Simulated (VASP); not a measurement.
# NaI: forms and broadenings of the independent-particle spectrum

NaI, Fm-3m (no. 225), 2 atoms in the cell. PBE, independent-particle dielectric function; PAW potentials I, Na_pv (PBE set).

## Input

INCAR.step1:
```
SYSTEM = NaI
  EDIFF = 1E-8
  ENCUT = 300
  ISMEAR = 0
  KPAR = 4
  LASPH = .True.
  LCHARG = .False.
  LEPSILON = .True.
  LWAVE = .False.
  PREC = Accurate
  SIGMA = 0.02
```

INCAR.step2, as INCAR.step1 but for:
```
- LEPSILON = .True.
- LWAVE = .False.
+ LWAVE = .True.
+ NBANDS = 39
```

INCAR.step3, as INCAR.step2 but for:
```
- EDIFF = 1E-8
- LWAVE = .True.
+ ALGO = None
+ CSHIFT = 0.1
+ EDIFF = 1E-7
+ ISTART = 1
+ LOPTICS = .True.
+ LWAVE = .False.
+ NEDOS = 2000
+ NELM = 1
```

INCAR.step4, as INCAR.step3 but for:
```
+ LNABLA = .True.
```

INCAR.step5, as INCAR.step4 but for:
```
- LNABLA = .True.
+ IPEAD = 3
+ LPEAD = .True.
```

INCAR.step6, as INCAR.step5 but for:
```
- IPEAD = 3
+ IPEAD = 2
```

INCAR.step7 changes the same tag again: IPEAD = 4.

INCAR.step8, as INCAR.step7 but for:
```
- CSHIFT = 0.1
- IPEAD = 4
- LPEAD = .True.
+ CSHIFT = 0.3
```

INCAR.step9, as INCAR.step8 but for:
```
- CSHIFT = 0.3
+ CSHIFT = 0.5
```

INCAR.step10 changes the same tag again: CSHIFT = 0.05.

INCAR.step11, as INCAR.step10 but for:
```
- CSHIFT = 0.05
- ISMEAR = 0
+ CSHIFT = 0.1
+ ISMEAR = -5
```

INCAR.step12, as INCAR.step11 but for:
```
- ISMEAR = -5
- SIGMA = 0.02
+ ISMEAR = 0
+ SIGMA = 0.2
```

INCAR.step13, as INCAR.step12 but for:
```
- SIGMA = 0.2
+ OMEGAMAX = 12
+ SIGMA = 0.02
```

INCAR.step14, as INCAR.step13 but for:
```
- OMEGAMAX = 12
+ OMEGAMAX = 60
```

KPOINTS:
```
k-points
0
Gamma
  10 10 10
```

POSCAR:
```
NaI
1.0
    0.0000000000      3.2364000000      3.2364000000
    3.2364000000      0.0000000000      3.2364000000
    3.2364000000      3.2364000000      0.0000000000
I Na
1 1
Direct
    0.5000000000      0.5000000000      0.5000000000
    0.0000000000      0.0000000000      0.0000000000
```

Commands (each step's output is kept before the next begins):
```
cat potpaw_PBE.64/I/POTCAR potpaw_PBE.64/Na_pv/POTCAR > POTCAR
cp INCAR.step1 INCAR
mpirun -np 4 vasp_std > vasp.out
rm WAVECAR CHG
cp INCAR.step2 INCAR
mpirun -np 4 vasp_std > vasp.out
cp INCAR.step3 INCAR
mpirun -np 4 vasp_std > vasp.out
cp INCAR.step4 INCAR
mpirun -np 4 vasp_std > vasp.out
cp INCAR.step5 INCAR
mpirun -np 4 vasp_std > vasp.out
cp INCAR.step6 INCAR
mpirun -np 4 vasp_std > vasp.out
cp INCAR.step7 INCAR
mpirun -np 4 vasp_std > vasp.out
cp INCAR.step8 INCAR
mpirun -np 4 vasp_std > vasp.out
cp INCAR.step9 INCAR
mpirun -np 4 vasp_std > vasp.out
cp INCAR.step10 INCAR
mpirun -np 4 vasp_std > vasp.out
cp INCAR.step11 INCAR
mpirun -np 4 vasp_std > vasp.out
cp INCAR.step12 INCAR
mpirun -np 4 vasp_std > vasp.out
cp INCAR.step13 INCAR
mpirun -np 4 vasp_std > vasp.out
cp INCAR.step14 INCAR
mpirun -np 4 vasp_std > vasp.out
```

## Result

- Direct gap on the mesh (eV): 3.64
- Gap on the mesh (eV): 3.64
- Bands: 39

One ground state, settings moved in the last step alone:

| Settings | ε at zero frequency | Mean energy of the absorption, weighted by Im ε (eV) | Time (s) |
|---|---|---|---|
| longitudinal form, CSHIFT 0.1 | 3.71 | 7.32 | 4 |
| transversal form (LNABLA) | 3.84 | 7.36 | 5 |
| finite differences (LPEAD), order 3 | 3.71 | 7.32 | 12 |
| finite differences (LPEAD), order 2 | 3.70 | 7.33 | 10 |
| finite differences (LPEAD), order 4 | 3.71 | 7.32 | 12 |
| CSHIFT 0.3 | 3.70 | 7.30 | 5 |
| CSHIFT 0.5 | 3.69 | 7.29 | 5 |
| CSHIFT 0.05 | 3.71 | 7.32 | 5 |
| tetrahedron method | 3.69 | 7.36 | 4 |
| SIGMA 0.2 | 3.71 | 7.32 | 5 |
| OMEGAMAX 12, which cuts the spectrum short | 3.54 | 7.31 | 5 |
| OMEGAMAX 60 | 3.71 | 7.32 | 4 |

The mean energy covers the spectrum up to 12 eV.

On the same mesh, density-functional perturbation theory with local fields gives ε = 3.37.

Limits: Spin-orbit coupling is left out, which can matter with atoms this heavy.

VASP 6.6.1 took 212 s on 4 cores (Intel Xeon Platinum 8259CL @ 2.50GHz (Skylake/Cascade Lake)), a shared host.
